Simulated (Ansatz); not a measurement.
# GaN (rock salt): the cost of one run

Method: DFT PBEsol, scalar-relativistic, plane waves, PAW, in Ansatz 0.2.0.

## 1. The system as given

Symmetry: Fm-3m, No. 225, cubic system. The conventional cell has a = 4.276 Å, b = 4.276 Å, c = 4.276 Å, α = 90.00°, β = 90.00°, γ = 90.00°. Ga (site symmetry m-3m) is surrounded by 6 N at 2.14 Å. N (site symmetry m-3m) is surrounded by 6 Ga at 2.14 Å.

Coordinates:

```cif
data_structure
_symmetry_space_group_name_H-M 'P 1'
_symmetry_Int_Tables_number 1
_cell_length_a 3.0233
_cell_length_b 3.0233
_cell_length_c 3.0233
_cell_angle_alpha 60.000
_cell_angle_beta 60.000
_cell_angle_gamma 60.000
_cell_volume 19.54
loop_
_atom_site_label
_atom_site_type_symbol
_atom_site_fract_x
_atom_site_fract_y
_atom_site_fract_z
_atom_site_occupancy
Ga1 Ga 0.00000 0.00000 0.00000 1
N1 N 0.50000 0.50000 0.50000 1
```

## 2. Volume × 1.04

Contents of input.yaml:

```yaml
crystal:
  lattice:
    - [0.0, 2.1377663421, 2.1377663421]
    - [2.1377663421, 0.0, 2.1377663421]
    - [2.1377663421, 2.1377663421, 0.0]
  atoms:
    - { symbol: Ga, position: [0.0, 0.0, 0.0] }
    - { symbol: "N", position: [0.5, 0.5, 0.5] }
scf:
  occupations: { method: gaussian, width: 0.03 }
output:
  forces: true
  stress: true
  eigenvalues: true
  write_density: true
  write_potential: true
  elf: true
  volumetric_format: npy
hamiltonian:
  xc: pbesol
basis:
  ecutwfc: 520
kpoints:
  mp_grid: { grid: [12, 12, 12] }
```

Started as:

```bash
$ ansatz run input.yaml --threads 1 --pin off --max-ram 4096MiB --backend cpu --events-out ev --progress --plain --runs-dir out
```

Q: Estimate wall time and peak memory on 1 thread of Arm Neoverse V2, shared host.

About 1.8 s, with a peak of 0.29 GiB.
